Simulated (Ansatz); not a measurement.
# Co: the cost of one run

Method: DFT PBEsol, scalar-relativistic, plane waves, PAW, in Ansatz 0.2.0.

### 1 Starting point

Symmetry: Pm-3m, No. 221, cubic system. The conventional cell has a = 2.247 Å, b = 2.247 Å, c = 2.247 Å, α = 90.00°, β = 90.00°, γ = 90.00°. Co (site symmetry m-3m) has 6 Co at 2.25 Å as nearest neighbours.

As a file:

```xyz
1
Lattice="2.2474 0.0000 0.0000 0.0000 2.2474 0.0000 0.0000 0.0000 2.2474" Properties=species:S:1:pos:R:3 pbc="T T T"
Co    0.0000    0.0000    0.0000
```

This is candidate A: simple cubic type (Pm-3m, No. 221).

(A quick probe on a coarse mesh, which set the mesh and smearing, is not shown.)

### 3 Coarse relaxation (candidate A)

input.yaml

```yaml
crystal:
  lattice:
    - [2.2474364083, 0.0, 0.0]
    - [0.0, 2.2474364083, 0.0]
    - [0.0, 0.0, 2.2474364083]
  atoms:
    - { symbol: Co, position: [0.0, 0.0, 0.0], spin: 1.89 }
basis:
  ecutwfc: 420
kpoints:
  mp_grid: { grid: [8, 8, 8] }
hamiltonian:
  xc: pbesol
scf:
  occupations: { method: gaussian, width: 0.1 }
  lower_state_search: "off"
output:
  forces: true
  stress: true
  eigenvalues: true
  populations: true
magnetization:
  spin_polarized: true
relax:
  adjacent_minimum: "off"
  f_tol: 0.04
  max_steps: 70
  cell: { stress_tol: 0.4 }
```

Q: Estimate wall time and peak memory on 1 thread of an x86-64 CPU, shared host.

About 7.2 s, with a peak of 0.32 GiB.
